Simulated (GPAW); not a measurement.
**CaSe (Fm-3m): G0W0 on several meshes in GPAW**

Aim: the GW shift of CaSe (Fm-3m) against the k mesh.

Calculated with GPAW 26.7.0; PBE and many-body steps on it, plane waves.

The database entry behind the starting cell differs from later determinations by our own check (0.1 to 0.3 % short, probably kX units), so it need not match the best structure at ambient conditions.

## (1) The structure

Symmetry: Fm-3m, No. 225, cubic system. The conventional cell has a = 5.912 Å, b = 5.912 Å, c = 5.912 Å, α = 90.00°, β = 90.00°, γ = 90.00°. Nearest to Ca lie 6 Se at 2.96 Å. Nearest to Se lie 6 Ca at 2.96 Å. Farther neighbours and most contacts between anions are not listed.

As a file:

```cif
data_structure
_symmetry_space_group_name_H-M 'P 1'
_symmetry_Int_Tables_number 1
_cell_length_a 4.1804
_cell_length_b 4.1804
_cell_length_c 4.1804
_cell_angle_alpha 60.000
_cell_angle_beta 60.000
_cell_angle_gamma 60.000
_cell_volume 51.66
loop_
_atom_site_label
_atom_site_type_symbol
_atom_site_fract_x
_atom_site_fract_y
_atom_site_fract_z
_atom_site_occupancy
Ca1 Ca 0.00000 0.00000 0.00000 1
Se2 Se 0.50000 0.50000 0.50000 1
```

The cell and positions come from the Crystallography Open Database and are kept as given unless a step says otherwise.

## (2) Empty states on the mesh, 4×4×4 mesh, 473 bands

This step: GPAW 26.7.0; DFT, PBE, plane waves, PAW.

The sums over transitions need many empty states on a uniform mesh; this step solves for them.

The input, run.py:

```python
import json
import numpy as np
from gpaw.mpi import world
from gpaw import GPAW

calc = GPAW('gs.gpw').fixed_density(kpts={'size': (4, 4, 4), 'gamma': True},
    parallel={'domain': 1, 'band': 1},
    txt='nscf.txt')
calc.diagonalize_full_hamiltonian(nbands=473)
calc.write('full.gpw', mode='all')
res = {}
kpts = calc.get_ibz_k_points()
res['kpts'] = kpts
res['eigenvalues'] = [calc.get_eigenvalues(kpt=k) for k in range(len(kpts))]
res['n_electrons'] = calc.get_number_of_electrons()

if world.rank == 0:
    with open('result.json', 'w') as f:
        json.dump(res, f, default=lambda x: x.tolist())
```

Started as:

```bash
> mpirun -n 4 gpaw python run.py
```

Numbers of over 12 decimals in the logs are rounded to 6 here.

What it wrote:

```text
Diagonalizing LCAO Hamiltonian
Converting LCAO to pw mode
convergence criteria:
- Maximum integral of absolute [eigenst]ate change: 4e-08 eV^2 / valence electron
maximum number of iterations: 100

SCF iterations
|iter     |     time |      energy | eigst |  dens |
|iter:   1|  |             | +2.02 |       |
|iter:   2|  |             | +0.76 |       |
|iter:   3|  |             | -0.02 |       |
[...]
|iter:   9|  |             | -5.91 |       |
|iter:  10|  |             | -7.03 |       |
|iter:  11|  |             | -7.60c|       |
SCF steps: 11
  __  _  _
 | _ |_)|_||  |
 |__||  | ||/\| - 26.7.0

Input parameters:
  mode=PW(ecut=450.000000),
  convergence={'density': 1e-06, 'bands': -3},
  gpts=array([21, 21, 21]),
  kpts=MonkhorstPack(size=(4, 4, 4), gamma=True),
  maxiter=100,
  nbands=15,
  occupations=Occupations(name='fermi-dirac', width=0.001, fixmagmom=False),
  parallel={'domain': 1, 'band': 1},
  xc=XC(name='PBE')
Matrix size: 1139x1139
# Writing to full.gpw (mode='all')
  [... matrices ...]

timing:  # [seconds]
  Total: 4.909  # ━━━━━━━━━━━━━━━━━━━━━━━━━━━━━━━━━━━━━━━━━━━━━━━━━━━━━━━━━━━
```

The job ended after 8.9 s (4 MPI ranks of Arm Neoverse V1, shared host; peak memory 1 GiB).

This step gave:

| Item | Value |
| --- | --- |
| gap | 2.045 eV |
| k of the valence top | 0, 0, 0 |
| k of the conduction bottom | 0.5, 0.5, 0 |
| least direct gap | 2.982 eV |
| k points computed | 8 |
| lowest point of the top converged band, above the valence top | 237.1247 eV |

On this mesh the gap is 2.045 eV.

## (3) 4×4×4

G0W0 replaces the xc potential by the self-energy, built once from these orbitals. Only a window of levels is corrected, while the sums run over the empty bands that the input names.

This step: G0W0 on PBE, plane waves, PAW.

The input, run.py:

```python
import json
import numpy as np
from gpaw.mpi import world
from gpaw.response.g0w0 import G0W0

gw = G0W0('full.gpw',
    filename='gw',
    kpts=[0, 5],
    bands=(6, 10),
    ecut=75,
    nbands=76,
    integrate_gamma='WS',
    ppa=True)
gw.calculate()
res = {mode: {k: v for k, v in r.items() if k != 'sigma_eskwn'}
       for mode, r in gw.all_results.items()}

if world.rank == 0:
    with open('result.json', 'w') as f:
        json.dump(res, f, default=lambda x: x.tolist())
```

Started as:

```bash
> mpirun -n 4 gpaw python run.py
```

What it wrote:

```text
Using integrator: PointIntegrator
FrequencyGridDescriptor(from 0.000+0.000j to 0.000+27.211j eV, 2 points)
Nonperiodic BCs:  [False False False]
Using integrator: PointIntegrator
FrequencyGridDescriptor(from 0.000+0.000j to 0.000+27.211j eV, 2 points)
Nonperiodic BCs:  [False False False]
  ___  _ _ _
 |   || | | |
 | | || | | |
 |__ ||_____|
 |___|

BZ k-points: Symmetries present (total): 48

  [... matrices ...]
64 k-points: 4 x 4 x 4 Monkhorst-Pack grid + [1/8,1/8,1/8]
8 k-points in the irreducible part of the Brillouin zone
       k-points in crystal coordinates                weights
   0:     0.00000000    0.00000000    0.00000000          1/64
   1:     0.25000000    0.25000000    0.00000000          6/64
   2:     0.25000000    0.25000000    0.25000000          8/64
   3:     0.50000000    0.25000000   -0.25000000          6/64
   4:     0.50000000    0.25000000    0.25000000         12/64
   5:     0.50000000    0.50000000    0.00000000          3/64
   6:     0.50000000    0.50000000    0.25000000         24/64
   7:     0.50000000    0.50000000    0.50000000          4/64

Distributing spins, k-points and bands (1 x 2 x 4) over 4 processes
Number of blocks: 1

Quasi particle states:
k-points (IBZ indices): [0, 5]
Band range: (6, 10)
  [... matrices ...]
Computational parameters:
Plane wave cut-off: 75 eV
Number of bands: 76
Coulomb cutoff: None
Broadening: 0.1 eV

fxc modes: GW
Kernel: RPA
Using Godby-Needs plasmon-pole approximation:
  Fitting energy: i*E0, E0 = 1.000 Hartree
Summing all q:

Calculating screened Coulomb potential
No Coulomb truncation
FrequencyGridDescriptor(from 0.000+0.000j to 0.000+27.211j eV, 2 points)
Removing empty qpoint cache files...

Calculating chi0 body with:
    Ground state adapter containing:
    Number of spins: 1
    Number of kpoints: 64
    Number of irreducible kpoints: 8
    Number of completely occupied states: 8
    Number of partially occupied states: 8
    Occupied states memory: 1.130493 M / cpu

    Linear response parametrization:
    q_c: [0.0, 0.0, 0.0]
    Number of frequency points: 2
    Planewave cutoff: 75.0
    Number of bands: 76
    Number of planewaves: 65
    Broadening (eta): 1e-06
    comm.size: 4
    kncomm.size: 4
    blockcomm.size: 1

    Memory estimate of potentially large arrays:
        chi0_wGG: 0.128937 M / cpu
Integrating chi0 body.

Symmetries of q_c:
    Direct symmetries (Uq -> q): 48
    Indirect symmetries (TUq -> q): 0
In total 48 allowed symmetries.

  [... matrices ...]
8 groups of equivalent kpoints. 87.5% reduction.

Integral kind: response function
Integrating chi0 head and wings.

Symmetries of q_c:
    Direct symmetries (Uq -> q): 48
    Indirect symmetries (TUq -> q): 0
In total 48 allowed symmetries.

  [... matrices ...]
8 groups of equivalent kpoints. 87.5% reduction.

Integral kind: response function wings

Calculating chi0 body with:
    Ground state adapter containing:
    Number of spins: 1
    Number of kpoints: 64
    Number of irreducible kpoints: 8
    Number of completely occupied states: 8
    Number of partially occupied states: 8
    Occupied states memory: 1.130493 M / cpu

    Linear response parametrization:
[... the further q-points ...]

Results:
f:      Occupation numbers
eps:     KS-eigenvalues [eV]
vxc:     KS vxc [eV]
exx:     Exact exchange [eV]
sigma:   Self-energies [eV]
dsigma:  Self-energy derivatives
Z:       Renormalization factors
qp:      QP-energies [eV]

k-point 0 (0): (0.000, 0.000, 0.000)                GW
band       f     eps     vxc     exx   sigma  dsigma       Z      qp
                                                                   GW
   6   1.000   4.499 -14.903 -17.485   1.779  -0.249   0.801   3.856
   7   1.000   4.499 -14.903 -17.485   1.779  -0.249   0.801   3.856
   8   0.000   7.864 -11.212  -6.950  -3.688  -0.213   0.824   8.337
   9   0.000   8.215 -12.905  -6.768  -4.315  -0.234   0.810   9.690

k-point 1 (5): (0.500, 0.500, 0.000)                GW
band       f     eps     vxc     exx   sigma  dsigma       Z      qp
                                                                   GW
   6   1.000   3.563 -14.055 -17.073   2.010  -0.256   0.796   2.760
   7   1.000   3.563 -14.055 -17.073   2.010  -0.256   0.796   2.760
   8   0.000   6.544 -10.584  -5.796  -3.724  -0.221   0.819   7.415
   9   0.000   9.523 -16.151  -9.036  -4.443  -0.242   0.805  11.675
```

The job ended after 16 s (4 MPI ranks; peak memory 1 GiB; 64 s of CPU time).

Numbers from this step:

* G0W0 gap on the points computed: 3.559 eV
* least direct G0W0 gap on the computed points: 4.481 eV
* Z at the valence top: 0.8007
* Z at the conduction bottom: 0.8191
* starting gap on the mesh: 2.045 eV
* k of the valence top: 0, 0, 0
* k of the conduction bottom: 0.5, 0.5, 0

The gap on the mesh goes from 2.05 eV to 3.56 eV, a correction of +1.51 eV.

## (4) Empty states on the mesh, 6×6×6 mesh, 86 bands

This step: DFT, PBE, plane waves, PAW.

The input, run.py:

```python
import json
import numpy as np
from gpaw.mpi import world
from gpaw import GPAW

calc = GPAW('gs.gpw').fixed_density(kpts={'size': (6, 6, 6), 'gamma': True},
    parallel={'domain': 1, 'band': 1},
    txt='nscf.txt')
calc.diagonalize_full_hamiltonian(nbands=86)
calc.write('full.gpw', mode='all')
res = {}
kpts = calc.get_ibz_k_points()
res['kpts'] = kpts
res['eigenvalues'] = [calc.get_eigenvalues(kpt=k) for k in range(len(kpts))]
res['n_electrons'] = calc.get_number_of_electrons()

if world.rank == 0:
    with open('result.json', 'w') as f:
        json.dump(res, f, default=lambda x: x.tolist())
```

Started as:

```bash
> mpirun -n 4 gpaw python run.py
```

What it wrote:

```text
Diagonalizing LCAO Hamiltonian
Converting LCAO to pw mode
convergence criteria:
- Maximum integral of absolute [eigenst]ate change: 4e-08 eV^2 / valence electron
maximum number of iterations: 100

SCF iterations
|iter     |     time |      energy | eigst |  dens |
|iter:   1|  |             | +1.97 |       |
|iter:   2|  |             | +0.80 |       |
|iter:   3|  |             | -0.12 |       |
[...]
|iter:   9|  |             | -5.69 |       |
|iter:  10|  |             | -6.83 |       |
|iter:  11|  |             | -7.61c|       |
SCF steps: 11
  __  _  _
 | _ |_)|_||  |
 |__||  | ||/\| - 26.7.0

Input parameters:
  mode=PW(ecut=450.000000),
  convergence={'density': 1e-06, 'bands': -3},
  gpts=array([21, 21, 21]),
  kpts=MonkhorstPack(size=(6, 6, 6), gamma=True),
  maxiter=100,
  nbands=15,
  occupations=Occupations(name='fermi-dirac', width=0.001, fixmagmom=False),
  parallel={'domain': 1, 'band': 1},
  xc=XC(name='PBE')
Matrix size: 1139x1139
# Writing to full.gpw (mode='all')
  [... matrices ...]

timing:  # [seconds]
  Total: 7.831  # ━━━━━━━━━━━━━━━━━━━━━━━━━━━━━━━━━━━━━━━━━━━━━━━━━━━━━━━━━━━
```

Elapsed: 13 s, on 4 MPI ranks; peak memory 1.1 GiB.

Numbers from this step:

| Property | Result |
| --- | --- |
| gap | 2.045 eV |
| k of the valence top | 0, 0, 0 |
| k of the conduction bottom | 0.5, 0.5, 0 |
| least direct gap | 2.982 eV |
| k points computed | 16 |
| lowest point of the top converged band, above the valence top | 65.1705 eV |

On this mesh the gap is 2.045 eV.

## (5) 6×6×6

This step: G0W0 on PBE, plane waves, PAW.

The input, run.py:

```python
import json
import numpy as np
from gpaw.mpi import world
from gpaw.response.g0w0 import G0W0

gw = G0W0('full.gpw',
    filename='gw',
    kpts=[0, 12],
    bands=(6, 10),
    ecut=75,
    nbands=76,
    integrate_gamma='WS',
    ppa=True)
gw.calculate()
res = {mode: {k: v for k, v in r.items() if k != 'sigma_eskwn'}
       for mode, r in gw.all_results.items()}

if world.rank == 0:
    with open('result.json', 'w') as f:
        json.dump(res, f, default=lambda x: x.tolist())
```

Started as:

```bash
> mpirun -n 4 gpaw python run.py
```

What it wrote:

```text
Using integrator: PointIntegrator
FrequencyGridDescriptor(from 0.000+0.000j to 0.000+27.211j eV, 2 points)
Nonperiodic BCs:  [False False False]
Using integrator: PointIntegrator
FrequencyGridDescriptor(from 0.000+0.000j to 0.000+27.211j eV, 2 points)
Nonperiodic BCs:  [False False False]
  ___  _ _ _
 |   || | | |
 | | || | | |
 |__ ||_____|
 |___|

BZ k-points: Symmetries present (total): 48

  [... matrices ...]
216 k-points: 6 x 6 x 6 Monkhorst-Pack grid + [1/12,1/12,1/12]
16 k-points in the irreducible part of the Brillouin zone
       k-points in crystal coordinates                weights
   0:     0.00000000    0.00000000    0.00000000          1/216
   1:     0.16666667    0.16666667    0.00000000          6/216
   2:     0.16666667    0.16666667    0.16666667          8/216
[...]
9:     0.50000000    0.33333333   -0.16666667         12/216
          ...
  15:     0.50000000    0.50000000    0.50000000          4/216

Distributing spins, k-points and bands (1 x 2 x 4) over 4 processes
Number of blocks: 1

Quasi particle states:
k-points (IBZ indices): [0, 12]
Band range: (6, 10)
  [... matrices ...]
Computational parameters:
Plane wave cut-off: 75 eV
Number of bands: 76
Coulomb cutoff: None
Broadening: 0.1 eV

fxc modes: GW
Kernel: RPA
Using Godby-Needs plasmon-pole approximation:
  Fitting energy: i*E0, E0 = 1.000 Hartree
Summing all q:

Calculating screened Coulomb potential
No Coulomb truncation
FrequencyGridDescriptor(from 0.000+0.000j to 0.000+27.211j eV, 2 points)
Removing empty qpoint cache files...

Calculating chi0 body with:
    Ground state adapter containing:
    Number of spins: 1
    Number of kpoints: 216
    Number of irreducible kpoints: 16
    Number of completely occupied states: 8
[...]
q_c: [1.3877787807814457e-17, 1.3877787807814457e-17, 1.3877787807814457e-17]
    Number of frequency points: 2
    Planewave cutoff: 75.0
    Number of bands: 76
    Number of planewaves: 65
    Broadening (eta): 1e-06
    comm.size: 4
    kncomm.size: 4
    blockcomm.size: 1

    Memory estimate of potentially large arrays:
        chi0_wGG: 0.128937 M / cpu
Integrating chi0 body.

Symmetries of q_c:
    Direct symmetries (Uq -> q): 48
    Indirect symmetries (TUq -> q): 0
In total 48 allowed symmetries.

  [... matrices ...]
16 groups of equivalent kpoints. 92.592593% reduction.

Integral kind: response function
Integrating chi0 head and wings.

Symmetries of q_c:
    Direct symmetries (Uq -> q): 48
    Indirect symmetries (TUq -> q): 0
In total 48 allowed symmetries.

  [... matrices ...]
16 groups of equivalent kpoints. 92.592593% reduction.

Integral kind: response function wings

Calculating chi0 body with:
    Ground state adapter containing:
    Number of spins: 1
    Number of kpoints: 216
    Number of irreducible kpoints: 16
    Number of completely occupied states: 8
    Number of partially occupied states: 8
[... the further q-points ...]

Results:
f:      Occupation numbers
eps:     KS-eigenvalues [eV]
vxc:     KS vxc [eV]
exx:     Exact exchange [eV]
sigma:   Self-energies [eV]
dsigma:  Self-energy derivatives
Z:       Renormalization factors
qp:      QP-energies [eV]

k-point 0 (0): (0.000, 0.000, 0.000)                GW
band       f     eps     vxc     exx   sigma  dsigma       Z      qp
                                                                   GW
   6   1.000   4.499 -14.903 -17.414   1.717  -0.249   0.801   3.863
   7   1.000   4.499 -14.903 -17.414   1.717  -0.249   0.801   3.863
   8   0.000   7.864 -11.212  -7.028  -3.616  -0.211   0.825   8.332
[...]
k-point 1 (12): (0.500, 0.500, 0.000)                GW
band       f     eps     vxc     exx   sigma  dsigma       Z      qp
                                                                   GW
[...]
8   0.000   6.544 -10.584  -5.849  -3.675  -0.220   0.820   7.413
   9   0.000   9.523 -16.151  -9.033  -4.435  -0.242   0.805  11.684
```

It took 65 s on 4 MPI ranks; peak memory 1.2 GiB.

This step gave:

```
G0W0 gap on the points computed              : 3.550 eV
least direct G0W0 gap on the computed points : 4.469 eV
Z at the valence top                         : 0.8006
Z at the conduction bottom                   : 0.8198
starting gap on the mesh                     : 2.045 eV
k of the valence top                         : 0, 0, 0
k of the conduction bottom                   : 0.5, 0.5, 0
```

Against G0W0 in GPAW (4×4×4 mesh, 76 bands, screening to 75 eV, Godby-Needs plasmon pole), the gap moves by −0.009 eV.

## (6) The runs together

Times are wall times on 4 MPI ranks of Arm Neoverse V1, shared host, good to a factor of about two.

| run | mesh | bands | screening cutoff (eV) | DFT gap (eV) | gap on the mesh (eV) | direct (eV) | time |
| --- | --- | --- | --- | --- | --- | --- | --- |
| 4×4×4 | 4×4×4 | 76 | 75 | 2.045 | 3.559 | 4.481 | 16 s |
| 6×6×6 | 6×6×6 | 76 | 75 | 2.045 | 3.550 | 4.469 | 65 s |

## (7) Outcome

```
4×4×4        : 3.559 eV
6×6×6        : 3.550 eV
known limits : not at the basis limit; no spin-orbit coupling; coarse k mesh
```

6×6×6: −0.009 eV against 4×4×4. Bands and cutoff are finite, so the gap is not at the basis limit. The miss can reach some tenths of an eV and take either sign; the mesh is an error of its own. These stock PAW sets were not made for GW; the filled d or f shell of Se lies in the frozen core, which bears on start and correction. In the G0W0 runs levels were corrected at 2 k points alone, so a gap called «on the mesh» is the least over those, and an edge elsewhere would be missed. The 4×4×4 mesh is coarse for this cell, which bears on the long-range parts of exchange and screening. The many-body steps are scalar-relativistic: spin-orbit coupling is not in them.

[Paths, hosts, dates, memory and timing lines, banners, echoed tables and standing remarks are left out of the program output.]

[Logs are printed without paths, hosts, clocks, repeated set-up lines and the standing remarks that a program may print on its own settings, such as how far it seeks lower states.]

[Runs of the session that timed out or met a known fault of the program may be left out.]

[Hosts, paths, dates, database ids (printed as entryN), source tags and the programs' standing remarks are cut or masked in the printed files.]
